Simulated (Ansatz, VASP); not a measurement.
**Two plane-wave programs on HfB2**

Contents of POSCAR:

```
HfB2
1.0
    3.1464939518      0.0000000000      0.0000000000
   -1.5732469759      2.7249436951      0.0000000000
    0.0000000000      0.0000000000      3.4842081348
Hf B
1 2
Direct
    0.0000000000      0.0000000000      0.0000000000
    0.3333333333      0.6666666667      0.5000000000
    0.6666666667      0.3333333333      0.5000000000
```

File INCAR.step1:

```
PREC = Accurate
ENCUT = 600
ISMEAR = 0
SIGMA = 0.05
LREAL = F
LASPH = T
NELM = 100
GGA = PE
ALGO = Normal
EDIFF = 1E-4
LWAVE = T
LCHARG = F
```

Contents of INCAR.step2:

```
PREC = Accurate
ENCUT = 600
EDIFF = 1E-6
ISMEAR = 0
SIGMA = 0.05
LREAL = F
LASPH = T
NELM = 100
ALGO = Normal
ISIF = 4
LWAVE = F
LCHARG = F
METAGGA = R2SCAN
LMIXTAU = T
IBRION = 2
NSW = 60
EDIFFG = -0.02
ISTART = 1
```

Contents of KPOINTS:

```
regular mesh
0
Gamma
  14 14 12
```

Input for Ansatz:

```yaml
crystal:
  lattice:
    - [3.1464939518, 0.0, 0.0]
    - [-1.5732469759, 2.7249436951, 0.0]
    - [0.0, 0.0, 3.4842081348]
  atoms:
    - { symbol: Hf, position: [0.0, 0.0, 0.0] }
    - { symbol: B, position: [0.3333333333, 0.6666666667, 0.5] }
    - { symbol: B, position: [0.6666666667, 0.3333333333, 0.5] }
basis:
  ecutwfc: 500
  ecutrho_ratio: 4
kpoints:
  mp_grid: { grid: [14, 14, 12] }
hamiltonian:
  xc: r2scan
scf:
  occupations: { method: gaussian, width: 0.05 }
output:
  forces: true
  stress: true
  eigenvalues: true
relax:
  f_tol: 0.02
  max_steps: 40
  cell: { stress_tol: 0.2, fix: [volume] }
```

Alike in both runs: task relaxation of shape and atoms at fixed volume; functional r2SCAN; k mesh 14 × 14 × 12; occupations gaussian, width 0.05 eV; no spin polarisation.

```csv
,VASP,Ansatz
version,VASP 6.6.1,Ansatz 0.2.0
potentials or method,"VASP PAW PBE potentials, release 64 (Hf_pv, B)","scalar-relativistic, plane waves, PAW"
plane-wave cutoff (eV),600,500
valence electrons in the cell,16,32
```

|  | VASP | Ansatz | Ansatz less VASP |
| --- | --- | --- | --- |
| gap on the k mesh at the Fermi level, each at its own relaxed structure (eV) | none | none | - |
| relaxed volume (Å³/atom) | 9.96 | 9.96 | 0.000 |
| relaxed cell length with the largest relative difference (Å) | 3.492 | 3.491 | -0.0015 |

A gap of «none» marks a metal or a gap that the smearing closes. The two sets of potentials don't hold the same shells in valence.

Caveats: the PAW data sets were made with another functional, which shifts forces and pressure a little (VASP). The runs have no spin-orbit coupling, so splittings on Hf are missing.
